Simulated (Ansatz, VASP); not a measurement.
GaSb in VASP and in Ansatz

The input INCAR:

```
PREC     = Accurate       # precision mode
ENCUT    = 600            # plane-wave cutoff, eV
EDIFF    = 1E-7           # SCF threshold, eV
ISMEAR   = -1             # smearing method
SIGMA    = 0.05           # smearing width, eV
LREAL    = False          # projectors in reciprocal space
LASPH    = True           # aspherical terms in the spheres
NELM     = 80             # most SCF steps
ALGO     = Normal         # electronic algorithm
ISIF     = 3              # what is computed and relaxed
LWAVE    = False          # write WAVECAR
LCHARG   = False          # write CHGCAR
GGA      = RE             # functional
IVDW     = 13             # dispersion correction
IBRION   = 2              # ionic algorithm
NSW      = 80             # ionic steps
EDIFFG   = -0.02          # ionic threshold
```

File KPOINTS:

```
regular mesh
0
Gamma
  8 8 8
```

File POSCAR:

```
GaSb
1.0
    0.0000000000      3.0590000000      3.0590000000
    3.0590000000      0.0000000000      3.0590000000
    3.0590000000      3.0590000000      0.0000000000
Sb Ga
1 1
Direct
    0.7500000000      0.7500000000      0.7500000000
    0.0000000000      0.0000000000      0.0000000000
```

Contents of input.yaml:

```yaml
crystal:
  lattice:
    - [0.0, 3.059, 3.059]
    - [3.059, 0.0, 3.059]
    - [3.059, 3.059, 0.0]
  atoms:
    - { symbol: Sb, position: [0.75, 0.75, 0.75] }
    - { symbol: Ga, position: [0.0, 0.0, 0.0] }
kpoints:
  mp_grid: { grid: [8, 8, 8] }
scf:
  occupations: { method: fermi_dirac, width: 0.05 }
hamiltonian:
  xc: revpbe
  dispersion: d4
  pseudopotentials: { kind: all_electron, lapw: { basis_error: 0.001 } }
output:
  forces: true
  stress: true
relax:
  f_tol: 0.02
  max_steps: 60
  cell: {}
```

Alike in both runs: task relaxation of cell and atoms; functional revPBE; dispersion D4; k mesh 8 × 8 × 8; occupations fermi-dirac, width 0.05 eV; no spin polarisation.

|  | VASP | Ansatz |
| --- | --- | --- |
| version | VASP 6.6.1 | Ansatz 0.2.0 |
| potentials or method | VASP PAW PBE potentials, release 64 (Sb, Ga_d) | all-electron LAPW, scalar-relativistic |
| plane-wave cutoff (eV) | 600 | see its input |

Ansatz gave:

| Property | Result |
| --- | --- |
| relaxed volume (Å³/atom) | 28.27 |
| relaxed cell length with the largest relative difference (Å) | 4.308 |

Which values does VASP return?

Relaxed volume (Å³/atom): 28.30; relaxed cell length with the largest relative difference (Å): 4.310.

Ansatz ran all-electron here, so the differences hold the error of VASP's frozen core and of both bases.

Caveats: the PAW data sets were made with another functional, which shifts forces and pressure a little (VASP).
